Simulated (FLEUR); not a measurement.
# Rh (C2/m) in FLEUR: further runs

Runs on Rh. Level: PBEsol. Tasks: single point.

Program: FLEUR MaX-R8.1 (later development tree). These are calculated values, not measurements. Logs are shortened: lines on timing, memory, paths and dates and some standing lists are left out, and cuts for length are marked.

### 1 The cell of the first run

It takes space group C2/m (No. 12, monoclinic). The conventional cell has a = 4.731 Å, b = 2.731 Å, c = 4.429 Å, α = 90.00°, β = 92.29°, γ = 90.00°. Rh (site symmetry m) is surrounded by 12 Rh at 2.67 to 2.77 Å.

This isn't the form of Rh at room conditions, which is fcc.

### 2 Single point, PBEsol, 14.30 Å³/atom (strain component 4 = -0.04)

inp.xml reads:

```xml
<?xml version="1.0" encoding="UTF-8" standalone="no"?>
<fleurInput fleurInputVersion="0.39">
   <comment>
      Rh                                                                                                  
   </comment>
   <calculationSetup>
      <cutoffs Kmax="4.32" Gmax="13.4" GmaxXC="13.4" numbands="0"/>
      <scfLoop itmax="60" minDistance="0.00001" maxIterBroyd="15" imix="Anderson" alpha="0.05" precondParam="0.0" spinf="2.0" sdNocoIR="T"/>
      <coreElectrons ctail="T" frcor="F" kcrel="0" coretail_lmax="0"/>
      <xcFunctional name="PBEs" relativisticCorrections="F"/>
      <magnetism jspins="1"/>
      <soc l_soc="F" theta="0.0" phi="0.0" spav="F"/>
      <expertModes spex="0" secvar="F"/>
      <geometryOptimization l_f="T" forcealpha="1.0" forcemix="BFGS" epsdisp="0.0005" epsforce="0.0002"/>
      <ldaU l_linMix="F" mixParam="0.05" spinf="1.0"/>
   </calculationSetup>
   <cell>
      <bzIntegration valenceElectrons="34.0" mode="hist" fermiSmearingEnergy="0.00183747">
         <kPointListSelection listName="default-1"/>
         <!-- k-points included here -->
         <xi:include xmlns:xi="http://www.w3.org/2001/XInclude" href="kpts.xml"> </xi:include>
      </bzIntegration>
      <!-- symmetry operations included here -->
      <xi:include xmlns:xi="http://www.w3.org/2001/XInclude" href="sym.xml"> </xi:include>
      <bulkLattice scale="1.0">
         <bravaisMatrix>
            <row-1>    5.1608024417804259     0.0000000000000000     0.0000000000000000</row-1>
            <row-2>   -2.5804012208902130     4.4693860185926972    -0.0893877204550019</row-2>
            <row-3>    0.0000000000000000    -0.1673726271160746     8.3686313558037284</row-3>
         </bravaisMatrix>
      </bulkLattice>
   </cell>
   <atomSpecies>
      <species name="Rhodium (Rh)" element="Rh" atomicNumber="45">
         <mtSphere radius="2.27" gridPoints="771" logIncrement="0.017"/>
         <atomicCutoffs lmax="9" lnonsphr="9"/>
         <electronConfig flipSpins="F">
            <coreConfig>(1s1/2) (2s1/2) (2p1/2) (2p3/2) (3s1/2) (3p1/2) (3p3/2) (3d3/2) (3d5/2)</coreConfig>
            <valenceConfig>(4s1/2) (4p1/2) (4p3/2) (5s1/2) (4d3/2) (4d5/2)</valenceConfig>
            <stateOccupation state="(5s1/2)" spinUp="0.500000" spinDown="0.500000"/>
            <stateOccupation state="(4d3/2)" spinUp="1.600000" spinDown="1.600000"/>
            <stateOccupation state="(4d5/2)" spinUp="2.400000" spinDown="2.400000"/>
         </electronConfig>
         <energyParameters s="5" p="5" d="4" f="4"/>
         <lo type="SCLO" l="0" n="4" eDeriv="0"/>
         <lo type="SCLO" l="1" n="4" eDeriv="0"/>
         <lo type="SCLO" l="1" n="4" eDeriv="1"/>
         <lo type="SCLO" l="2" n="4" eDeriv="2"/>
         <lo type="SCLO" l="3" n="4" eDeriv="2"/>
      </species>
   </atomSpecies>
   <atomGroups>
      <atomGroup species="Rhodium (Rh)">
         <relPos label="                   1">1.000/3.000 -1.000/3.000 1.000/4.000</relPos>
         <relPos label="                   2">-1.000/3.000 1.000/3.000 -1.000/4.000</relPos>
         <force calculate="T" relaxXYZ="TTT"/>
      </atomGroup>
   </atomGroups>
   <output dos="F" band="F" slice="F">
      <checks vchk="F" cdinf="F"/>
      <bandDOS minEnergy="-.5*Htr" maxEnergy="0.5*Htr" sigma="0.015" storeEVData="T"/>
      <vacuumDOS vacdos="F" integ="F" star="F" nstars="0" locx1="0.0" locy1="0.0" locx2="0.0" locy2="0.0" nstm="0" tworkf="0.0"/>
      <unfoldingBand unfoldBand="F" supercellX="1" supercellY="1" supercellZ="1"/>
      <plotting iplot="0" polar="F">
         <plot TwoD="T" vec1="  1.0  0.0  0.0" vec2="  0.0  1.0  0.0" vec3="  0.0  0.0  1.0" zero="  0.0  0.0  0.0" file="plot"/>
      </plotting>
      <chargeDensitySlicing numkpt="0" minEigenval="0.0" maxEigenval="0.0" nnne="0" pallst="F"/>
      <specialOutput eonly="F"/>
      <moessbauerParams electricFieldGradient="T" isomerShift="T" coreHyperfine="T" valenceHyperfine="T"/>
      <magneticCircularDichroism mcd="F" energyLo="-10.0" energyUp="0.0"/>
   </output>
  <!-- We include the file relax.xml here to enable relaxations (see documentation) -->
  <xi:include xmlns:xi="http://www.w3.org/2001/XInclude" href="relax.xml"> <xi:fallback/> </xi:include>
</fleurInput>
```

crystal.txt reads:

```
Rh
&input cartesian=F /
2.7309790422  0.0000000000  0.0000000000
-1.3654895211  2.3650972278  -0.0473019446
0.0000000000  -0.0885697800  4.4284890000
1.8897261246
1.0 1.0 1.0

2
45 0.3333333335  0.6666666668  0.2500000000
45 0.6666666668  0.3333333334  0.7500000000

&kpt div1=9 div2=9 div3=5 gamma=T /
```

Potentials or basis: all-electron, FLAPW.

Command:

```console
$ inpgen -f crystal.txt -profile fastHighL
$ # inp.xml edited to the form shown
$ fleur_MPI
```

The log of the run:

```text
Welcome to FLEUR        (www.flapw.de)
      MaX-Release 8.1          (www.max-centre.eu)

 ========== k-point set info ==========
 Selected k-point list: default-1
 k-point list type: mesh
 9 x 9 x 5
 Number of k points: 115

 ------------Calculation Setup---------------------------
 Number of MPI-tasks      :            1
 Number of PE/node        :            1
 Number of OMP-threads    :            1
 Most efficient MPI parallelization for:
           1           5          23         115
 Additional eigenvalue parallelization possible
 Number of basis functions:          342
 Approximate size of matrices (H+S) per k-point:         0.002 GB
 --------------------------------------------------------
 Iteration:     1   Distance:      18.20589466 me/bohr^3
 Iteration:     2   Distance:      15.78630992 me/bohr^3
 Iteration:     3   Distance:       4.95261048 me/bohr^3
 Iteration:     4   Distance:       3.32877651 me/bohr^3
 Iteration:     5   Distance:       0.92230348 me/bohr^3
 Iteration:     6   Distance:       0.27491744 me/bohr^3
 Iteration:     7   Distance:       0.07428889 me/bohr^3
 Iteration:     8   Distance:       0.02249395 me/bohr^3
 Iteration:     9   Distance:       0.02207933 me/bohr^3
 Iteration:    10   Distance:       0.00334648 me/bohr^3
 Iteration:    11   Distance:       0.00169515 me/bohr^3
 Iteration:    12   Distance:       0.00156686 me/bohr^3
 Iteration:    13   Distance:       0.00028258 me/bohr^3
 Iteration:    14   Distance:       0.00003464 me/bohr^3
 Iteration:    15   Distance:       0.00005482 me/bohr^3
 Iteration:    16   Distance:       0.00004789 me/bohr^3
 Iteration:    17   Distance:       0.00001261 me/bohr^3
 Iteration:    18   Distance:       0.00000319 me/bohr^3
 Reset of history

 ********************************************************************
 Run finished successfully
 Stop message:
   Structural relaxation: new displacements generated
 ********************************************************************
```

Wall time 7.8 min (1 thread of Intel Xeon at 2.50GHz (Skylake/Cascade Lake), shared host); peak memory 0.08 GiB.

Results:

```yaml
Free_energy: -260299.2259 eV
Largest_force: 0.016 eV/Å
Band_gap_on_the_k_mesh: none (metal or under the smearing width)
Valence_electrons_inside_the_program's_atomic_spheres: Rh 15.02 (radii Rh 2.27 bohr)
```

### 3 Single point, PBEsol, 14.30 Å³/atom (strain component 4 = -0.02)

inp.xml, as its differences from that of step 2:

```diff
@@ -27,4 +27,4 @@
             <row-1>    5.1608024417804259     0.0000000000000000     0.0000000000000000</row-1>
-            <row-2>   -2.5804012208902130     4.4693860185926972    -0.0893877204550019</row-2>
-            <row-3>    0.0000000000000000    -0.1673726271160746     8.3686313558037284</row-3>
+            <row-2>   -2.5804012208902130     4.4693860185926972    -0.0446938602275009</row-2>
+            <row-3>    0.0000000000000000    -0.0836863135580373     8.3686313558037284</row-3>
          </bravaisMatrix>
@@ -34,3 +34,3 @@
       <species name="Rhodium (Rh)" element="Rh" atomicNumber="45">
-         <mtSphere radius="2.27" gridPoints="771" logIncrement="0.017"/>
+         <mtSphere radius="2.27" gridPoints="781" logIncrement="0.016"/>
          <atomicCutoffs lmax="9" lnonsphr="9"/>
```

crystal.txt reads:

```
Rh
&input cartesian=F /
2.7309790422  0.0000000000  0.0000000000
-1.3654895211  2.3650972278  -0.0236509723
0.0000000000  -0.0442848900  4.4284890000
1.8897261246
1.0 1.0 1.0

2
45 0.3333333335  0.6666666668  0.2500000000
45 0.6666666668  0.3333333334  0.7500000000

&kpt div1=9 div2=9 div3=5 gamma=T /
```

Potentials or basis: all-electron, FLAPW.

Command:

```console
$ inpgen -f crystal.txt -profile fastHighL
$ # inp.xml edited to the form shown
$ fleur_MPI
```

Run time: 7.1 min. Hardware: 1 thread of Intel Xeon at 2.50GHz (Skylake/Cascade Lake), shared host; peak memory 0.09 GiB.

The run converged. Its results:

```yaml
Free_energy: -260299.2319 eV
Largest_force: 0.004 eV/Å
Band_gap_on_the_k_mesh: none (metal or under the smearing width)
Valence_electrons_inside_the_program's_atomic_spheres: Rh 15.02 (radii Rh 2.27 bohr)
```
